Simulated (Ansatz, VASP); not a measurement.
# Al2Pt, level by level in two programs

```
Pt Al
1.0
     0.00000    2.99389    2.99389
     2.99389    0.00000    2.99389
     2.99389    2.99389    0.00000
Pt Al
1 2
Direct
  0.00000 0.00000 0.00000
  0.75000 0.75000 0.75000
  0.25000 0.25000 0.25000
```

Single points on this cell with VASP 6.6.1 and Ansatz 0.2.0. Each row is one pair of runs. Alike in all rows: spin: off; k mesh: 8 × 8 × 8; smearing: fermi-dirac, width 0.05 eV.

```tsv
level	VASP's potentials, cutoff	Ansatz's potentials, cutoff	gap on the k mesh at the Fermi level (eV), VASP	gap on the k mesh at the Fermi level (eV), Ansatz	pressure (GPa), VASP	pressure (GPa), Ansatz
r2SCAN	VASP PAW PBE potentials, release 64 (Pt, Al), 520 eV	Ansatz PAW, 500 eV	none	none	-5.7	-5.4
LDA	VASP PAW LDA potentials, release 64 (Pt, Al), 520 eV	Ansatz PAW, 420 eV	none	none	-8.2	-8.5
PBE	VASP PAW PBE potentials, release 64 (Pt, Al), 520 eV	Ansatz PAW, 420 eV	none	?	-2.7	?
```

Q: Fill in what Ansatz gave in row 3.

A: gap on the k mesh at the Fermi level (eV): none; pressure (GPa): -2.6.

A gap of «none» marks a metal or a gap that the smearing closes.

Caveats: the PAW data sets were made with another functional, which shifts forces and pressure a little (VASP); the PAW data sets come from PBE, with cores solved anew for the run's functional, which leaves a small shift of forces and pressure (Ansatz).
